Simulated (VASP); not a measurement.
The system is Ca.

```
Ca
1.0
     3.98000    0.00000    0.00000
    -1.99000    3.44678    0.00000
     0.00000    0.00000    6.52000
Ca
2
Direct
  0.66667 0.33333 0.75000
  0.33333 0.66667 0.25000
```

This isn't the form of Ca at room conditions, which is fcc.

| Item | Value |
| --- | --- |
| Program | VASP 6.6.1 |
| Task | relaxation of cell and atoms |
| Functional | r2SCAN |
| Dispersion | D4 |
| Potentials or basis | VASP PAW PBE potentials, release 64 (Ca_sv) |
| Cutoff | 600 eV |
| k mesh | 8 × 8 × 4 |
| Occupations | methfessel-paxton, width 0.1 eV |
| Spin | no spin polarisation |

At the start: pressure -0.7 GPa; volume 44.72 Å³/atom.

Where does the relaxation end?

Over 7 steps the energy falls by 3.8 meV/atom and the volume is 43.02 Å³/atom (-3.8 %); space group P6_3/mmc (No. 194, to 0.05 Å).

The path:
```tsv
step	energy change (eV)	largest force (eV/Å)	pressure (GPa)	volume (Å³)
1	0.0000	0.0000	-0.69	89.44
2	-0.0069	0.0000	-0.22	86.97
3	-0.0076	0.0000	0.04	85.84
4	-0.0076	0.0000	0.02	85.93
5	-0.0076	0.0000	0.01	86.00
6	-0.0077	0.0000	0.00	86.03
7	-0.0077	0.0000	-0.02	86.03
```

Final structure:
```
CELL_PARAMETERS angstrom
3.91735 0.00000 0.00000
-1.95867 3.39252 0.00000
0.00000 0.00000 6.47371
ATOMIC_POSITIONS crystal
Ca 0.66667 0.33333 0.75000
Ca 0.33333 0.66667 0.25000
```

Caveat: the PAW data sets were made with another functional, which shifts forces and pressure a little; pairwise dispersion overbinds metals, which lowers pressure and volume.
